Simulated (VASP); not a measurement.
# Y (P6_3/mmc) in VASP: notebook

Runs on Y. Level: PBEsol. Tasks: single point.

Everything below comes from runs of VASP 6.6.1. Logs are shortened: lines on timing, memory, paths and dates and some standing lists are left out, and cuts for length are marked.

**1. Starting point**

The structure is hexagonal, space group P6_3/mmc (No. 194). The conventional cell has a = 3.647 Å, b = 3.647 Å, c = 5.731 Å, α = 90.00°, β = 90.00°, γ = 120.00°. Y (site symmetry -6m2) is surrounded by 12 Y at 3.56 to 3.65 Å.

**2. Single point, PBEsol**

INCAR reads:

```
SYSTEM = Y
PREC = Accurate ; ENCUT = 450
EDIFF = 0.01 ; ISMEAR = -1
SIGMA = 0.15 ; LREAL = .FALSE.
LASPH = .TRUE. ; NELM = 100
ALGO = Normal ; ISIF = 2
LWAVE = .FALSE. ; LCHARG = .FALSE.
GGA = PS ; ADDGRID = .FALSE.
```

KPOINTS reads:

```
regular mesh
0
G
  9 9 5
  0 0 0
```

POSCAR reads:

```
Y
1.0
    3.6474000000      0.0000000000      0.0000000000
   -1.8237000000      3.1587410578      0.0000000000
    0.0000000000      0.0000000000      5.7306000000
Y
2
Direct
    0.6666666667      0.3333333333      0.7500000000
    0.3333333333      0.6666666667      0.2500000000
```

Potentials or basis: VASP PAW PBE potentials, release 64 (Y_sv).

The run is started by

```sh
cat potpaw_PBE.64/Y_sv/POTCAR > POTCAR
mpirun -np 1 vasp_std > vasp.out
```

OUTCAR:

```text
SYSTEM = Y
   PREC = Accurate
   ENCUT = 450
   EDIFF = 0.01
   ISMEAR = -1
   LREAL = .FALSE.
   LASPH = .TRUE.
   NELM = 100
   ISIF = 2
   GGA = PS

 Found     36 irreducible k-points:

 Following reciprocal coordinates:
            Coordinates               Weight
  0.000000  0.000000  0.000000      1.000000
  0.111111 -0.000000  0.000000      6.000000
  0.222222 -0.000000  0.000000      6.000000
  0.333333 -0.000000  0.000000      6.000000
  0.444444 -0.000000  0.000000      6.000000
  0.111111  0.111111  0.000000      6.000000
   k-points           NKPTS =     36   k-points in BZ     NKDIM =     36   number of bands    NBANDS=     15
   number of dos      NEDOS =    301   number of ions     NIONS =      2
   total plane-waves  NPLWV =  31360
   dimension x,y,z NGX =    28 NGY =   28 NGZ =   40
   dimension x,y,z NGXF=    56 NGYF=   56 NGZF=   80
   ions per type =               2
   NGX,Y,Z   is equivalent  to a cutoff of  12.76, 12.76, 11.60 a.u.
   NGXF,Y,Z  is equivalent  to a cutoff of  25.52, 25.52, 23.21 a.u.
 SYSTEM =  Y
   PREC   = accura    normal or accurate (medium, high low for compatibility)
   ISTART =      0    job   : 0-new  1-cont  2-samecut
   ICHARG =      2    charge: 1-file 2-atom 10-const
   ISPIN  =      1    spin polarized calculation?
   LNONCOLLINEAR =      F non collinear calculations
   LSORBIT =      F    spin-orbit coupling
   LASPH  =      T    aspherical Exc in radial PAW
   ENCUT  =  450.0 eV  33.07 Ry    5.75 a.u.   6.31  6.31  9.91*2*pi/ulx,y,z
   NELM   =    100;   NELMIN=  2; NELMDL= -5     # of ELM steps
   EDIFF  = 0.1E-01   stopping-criterion for ELM
   LREAL  =      F    real-space projection
   EDIFFG = 0.1E+00   stopping-criterion for IOM
   NSW    =      0    number of steps for IOM
   IBRION =     -1    ionic relax: 0-MD 1-quasi-New 2-CG
   NFREE  =      0    steps in history (QN), initial steepest desc. (CG)
   ISIF   =      2    stress and relaxation
   ISYM   =      2    0-nonsym 1-usesym 2-fastsym
   POTIM  = 0.5000    time-step for ionic-motion
   TEBEG  =    0.0;   TEEND  =   0.0 temperature during run
   PSTRESS=    0.0 pullay stress
   NELECT =      22.0000    total number of electrons
   NUPDOWN=      -1.0000    fix difference up-down
   EMIN   =  10.00;   EMAX   =-10.00  energy-range for DOS
   EFERMI =   0.00;   METHOD = LEGACY
   ISMEAR =    -1;   SIGMA  =   0.15  broadening in eV -4-tet -1-fermi 0-gaus
   EFERMI_NEDOS =   21; number of points for ismear=-14 and -15
   IALGO  =     38    algorithm
   IMIX   =      4    mixing-type and parameters
     AMIX     =   0.40;   BMIX     =  1.00
     AMIX_MAG =   1.60;   BMIX_MAG =  1.00
  volume/ion in A,a.u.               =      33.01       222.77
  Fermi-wavevector in a.u.,A,eV,Ry     =   1.134967  2.144777 17.526345  1.288150
  Thomas-Fermi vector in A             =   2.271671
   LORBIT       =      0    0 simple, 1 ext, 2 COOP (PROOUT), +10 PAW based schemes
   GGA     = PS    functional components
   LHFCALC =     F    Hartree Fock is set to
   AEXX    =    0.0000 exact exchange contribution
   IVDW    =     0    specifies the selected vdW correction
   LEPSILON=     F    determine dielectric tensor
   LRPA    =     F    only Hartree local field effects (RPA)
 non-spin polarized calculation
  energy-cutoff  :      450.00
  volume of cell :       66.02
 maximum number of plane-waves:      1442
 NGX is ok and might be reduce to    28
   NGX = 13   NGY = 13   NGZ = 19

 number of electron      22.0000000 magnetization

 Free energy of the ion-electron system (eV)
  ---------------------------------------------------
  ext. energy  EPLUGINS =         0.00000000
  ---------------------------------------------------
  free energy    TOTEN  =       -13.74949866 eV

  energy without entropy =      -13.49627853  energy(sigma->0) =      -13.62288860

 E-fermi :   2.8653     XC(G=0):  -9.5128

 val. band max:        2.8360886070   @ k =   0.4444   0.1111   0.4000
 cond. band min:       2.8822748705   @ k =   0.2222   0.1111   0.4000
 fundamental gap:      0.0461862635
 Fermi energy:         2.8653396070

 k-point     1 :       0.0000    0.0000    0.0000
  band No.  band energies     occupation
      1     -39.7546      2.00000
      2     -39.6825      2.00000
      3     -20.0485      2.00000
      4     -19.5700      2.00000
      5     -19.5700      2.00000
      6     -19.4818      2.00000
      7     -19.4818      2.00000
      8     -19.4576      2.00000
      9      -1.8221      2.00000
     10       1.0043      1.99999
     11       3.7394      0.00588
     12       4.6053      0.00002
     13       4.6053      0.00002
     14       4.8865      0.00000
     15       5.2027      0.00000

 k-point     2 :       0.1111   -0.0000    0.0000
  band No.  band energies     occupation
      1     -39.7486      2.00000
      2     -39.6804      2.00000
      3     -20.0270      2.00000
      4     -19.6135      2.00000
      5     -19.5848      2.00000
      6     -19.5273      2.00000
      7     -19.4875      2.00000
      8     -19.4678      2.00000
      9      -1.5624      2.00000
     10       1.2471      1.99996
     11       3.4826      0.03213
     12       4.0730      0.00064
     13       4.8482      0.00000
     14       4.9219      0.00000
     15       5.3204      0.00000

 k-point     3 :       0.2222   -0.0000    0.0000
  band No.  band energies     occupation
      1     -39.7329      2.00000
      2     -39.6756      2.00000
      3     -19.9676      2.00000
      4     -19.7240      2.00000
      5     -19.6383      2.00000
      6     -19.6202      2.00000
      7     -19.5035      2.00000
      8     -19.4983      2.00000
      9      -0.8453      2.00000
     10       1.8102      1.99824
     11       2.9249      0.80408
     12       3.3784      0.06334
     13       4.4358      0.00006
     14       4.8379      0.00000
     15       4.9550      0.00000

 k-point     4 :       0.3333   -0.0000    0.0000
  band No.  band energies     occupation
      1     -39.7133      2.00000
      2     -39.6718      2.00000
      3     -19.8859      2.00000
      4     -19.8503      2.00000
      5     -19.7578      2.00000
      6     -19.6585      2.00000
      7     -19.5470      2.00000
      8     -19.5233      2.00000
      9       0.1354      2.00000
     10       2.0336      1.99222
     11       2.3974      1.91538
     12       2.9854      0.61991
     13       4.4166      0.00006
     14       4.4627      0.00005
     15       4.5669      0.00002

 k-point     5 :       0.4444   -0.0000    0.0000
  band No.  band energies     occupation
      1     -39.6981      2.00000
      2     -39.6717      2.00000
      3     -19.9326      2.00000
      4     -19.8326      2.00000
      5     -19.8128      2.00000
      6     -19.6827      2.00000
      7     -19.5984      2.00000
      8     -19.5368      2.00000
      9       1.0094      1.99999
     10       1.7760      1.99860
     11       2.0938      1.98839
     12       2.7956      1.22833
     13       4.2648      0.00018
     14       4.3528      0.00010
     15       4.8332      0.00000

 k-point     6 :       0.1111    0.1111    0.0000
  band No.  band energies     occupation
      1     -39.7378      2.00000
      2     -39.6770      2.00000
      3     -19.9864      2.00000
      4     -19.6778      2.00000
      5     -19.6436      2.00000
      6     -19.5759      2.00000
      7     -19.5070      2.00000
      8     -19.4882      2.00000
      9      -1.0715      2.00000
     10       1.6715      1.99930
     11       3.0942      0.35715
     12       3.5245      0.02440
     13       4.5573      0.00003
     14       4.8217      0.00000
     15       5.2134      0.00000

 [... further k-points ...]

------------------------ aborting loop because EDIFF is reached ----------------------------------------

  FORCE on cell =-STRESS in cart. coord.  units (eV):
  Direction    XX          YY          ZZ          XY          YZ          ZX
  --------------------------------------------------------------------------------------
  -------------------------------------------------------------------------------------
  Total       -0.2364167     -0.2364167     -0.3249534      0.0000000      0.0000000      0.0000000
  in kB       -5.7370853     -5.7370853     -7.8855881      0.0000000      0.0000000      0.0000000
  external PRESSURE =      -6.4532529 kB  Pullay stress =       0.0000000 kB

 VOLUME and BASIS-vectors are now :
 -----------------------------------------------------------------------------
  energy-cutoff  :      450.00
  volume of cell :       66.02
      direct lattice vectors                 reciprocal lattice vectors
     3.647400000  0.000000000  0.000000000     0.274167900  0.158290911  0.000000000
    -1.823700000  3.158741058  0.000000000     0.000000000  0.316581822  0.000000000
     0.000000000  0.000000000  5.730600000     0.000000000  0.000000000  0.174501797

 POSITION                                       TOTAL-FORCE (eV/Angst)
 -----------------------------------------------------------------------------------
      1.82370      1.05291      4.29795        -0.000000      0.000000      0.000000
     -0.00000      2.10583      1.43265         0.000000     -0.000000      0.000000
 -----------------------------------------------------------------------------------
    total drift:                               -0.000000      0.000000     -0.000000

  FREE ENERGIE OF THE ION-ELECTRON SYSTEM (eV)
  ---------------------------------------------------
  free  energy   TOTEN  =       -13.7494986636 eV

  energy  without entropy=      -13.4962785326  energy(sigma->0) =      -13.62288860
```

It took 15 s on 1 thread of Intel Xeon Platinum 8488C (Sapphire Rapids), shared host; peak memory 0.19 GiB.

The run converged, but some of its settings lie outside the range that counts as converged, so its numbers aren't taken as properties of the crystal.

Results:

| Item | Value |
| --- | --- |
| Free energy | -13.7495 eV |
| Pressure | -0.6 GPa |
| Band gap on the k mesh | none (metal or under the smearing width) |

Caveat: the PAW data sets were made with another functional, which shifts forces and pressure a little.

**3. Single point, PBEsol**

Changes to INCAR since step 2:

```diff
@@ -2,3 +2,3 @@
 PREC = Accurate ; ENCUT = 450
-EDIFF = 0.01 ; ISMEAR = -1
+EDIFF = 0.001 ; ISMEAR = -1
 SIGMA = 0.15 ; LREAL = .FALSE.
```

KPOINTS is that of step 2.

POSCAR is that of step 2.

Potentials or basis: VASP PAW PBE potentials, release 64 (Y_sv).

The run is started by

```sh
cat potpaw_PBE.64/Y_sv/POTCAR > POTCAR
mpirun -np 1 vasp_std > vasp.out
```

It took 26 s on 1 thread of Intel Xeon Platinum 8488C (Sapphire Rapids), shared host; peak memory 0.19 GiB.

The run converged, but some of its settings lie outside the range that counts as converged, so its numbers aren't taken as properties of the crystal.

Results:

| Property | Result |
| --- | --- |
| Free energy | -13.7496 eV |
| Pressure | -0.7 GPa |
| Band gap on the k mesh | none (metal or under the smearing width) |

Caveat: the PAW data sets were made with another functional, which shifts forces and pressure a little.

**4. Single point, PBEsol**

Changes to INCAR since step 3:

```diff
@@ -2,3 +2,3 @@
 PREC = Accurate ; ENCUT = 450
-EDIFF = 0.001 ; ISMEAR = -1
+EDIFF = 1E-4 ; ISMEAR = -1
 SIGMA = 0.15 ; LREAL = .FALSE.
```

KPOINTS is that of step 3.

POSCAR is that of step 3.

The run is started by

```sh
cat potpaw_PBE.64/Y_sv/POTCAR > POTCAR
mpirun -np 1 vasp_std > vasp.out
```

Wall time 26 s (1 thread of Intel Xeon Platinum 8488C (Sapphire Rapids), shared host); peak memory 0.19 GiB.

These settings aren't checked as converged: the numbers below hold their error.

Results:

```
Free energy            : -13.7497 eV
Pressure               : -2.1 GPa
Band gap on the k mesh : none (metal or under the smearing width)
```

Caveat: the PAW data sets were made with another functional, which shifts forces and pressure a little.

**5. Single point, PBEsol**

Changes to INCAR since step 4:

```diff
@@ -2,3 +2,3 @@
 PREC = Accurate ; ENCUT = 450
-EDIFF = 1E-4 ; ISMEAR = -1
+EDIFF = 1E-5 ; ISMEAR = -1
 SIGMA = 0.15 ; LREAL = .FALSE.
```

KPOINTS is that of step 4.

POSCAR is that of step 4.

Potentials or basis: VASP PAW PBE potentials, release 64 (Y_sv).

The run is started by

```sh
cat potpaw_PBE.64/Y_sv/POTCAR > POTCAR
mpirun -np 1 vasp_std > vasp.out
```

OUTCAR:

```text
SYSTEM = Y
   PREC = Accurate
   ENCUT = 450
   EDIFF = 1E-5
   ISMEAR = -1
   LREAL = .FALSE.
   LASPH = .TRUE.
   NELM = 100
   ISIF = 2
   GGA = PS

 Found     36 irreducible k-points:

 Following reciprocal coordinates:
            Coordinates               Weight
  0.000000  0.000000  0.000000      1.000000
  0.111111 -0.000000  0.000000      6.000000
  0.222222 -0.000000  0.000000      6.000000
  0.333333 -0.000000  0.000000      6.000000
  0.444444 -0.000000  0.000000      6.000000
[... 185 lines left out ...]
------------------------ aborting loop because EDIFF is reached ----------------------------------------

  FORCE on cell =-STRESS in cart. coord.  units (eV):
  Direction    XX          YY          ZZ          XY          YZ          ZX
  --------------------------------------------------------------------------------------
  -------------------------------------------------------------------------------------
  Total       -0.7627241     -0.7627241     -0.8117443      0.0000000      0.0000000     -0.0000000
  in kB      -18.5088975    -18.5088975    -19.6984618      0.0000000      0.0000000     -0.0000000
  external PRESSURE =     -18.9054189 kB  Pullay stress =       0.0000000 kB

 VOLUME and BASIS-vectors are now :
 -----------------------------------------------------------------------------
  energy-cutoff  :      450.00
  volume of cell :       66.02
      direct lattice vectors                 reciprocal lattice vectors
     3.647400000  0.000000000  0.000000000     0.274167900  0.158290911  0.000000000
    -1.823700000  3.158741058  0.000000000     0.000000000  0.316581822  0.000000000
     0.000000000  0.000000000  5.730600000     0.000000000  0.000000000  0.174501797

 POSITION                                       TOTAL-FORCE (eV/Angst)
 -----------------------------------------------------------------------------------
      1.82370      1.05291      4.29795        -0.000000     -0.000000      0.000000
     -0.00000      2.10583      1.43265         0.000000      0.000000      0.000000
 -----------------------------------------------------------------------------------
    total drift:                               -0.000000      0.000000     -0.000000

  FREE ENERGIE OF THE ION-ELECTRON SYSTEM (eV)
  ---------------------------------------------------
  free  energy   TOTEN  =       -13.7496603773 eV

  energy  without entropy=      -13.4965676099  energy(sigma->0) =      -13.62311399
```

Wall time 28 s (1 thread of Intel Xeon Platinum 8488C (Sapphire Rapids), shared host); peak memory 0.19 GiB.

The run converged, but some of its settings lie outside the range that counts as converged, so its numbers aren't taken as properties of the crystal.

What came out:

```yaml
Free_energy: -13.7497 eV
Pressure: -1.9 GPa
Band_gap_on_the_k_mesh: none (metal or under the smearing width)
```

Caveat: the PAW data sets were made with another functional, which shifts forces and pressure a little.
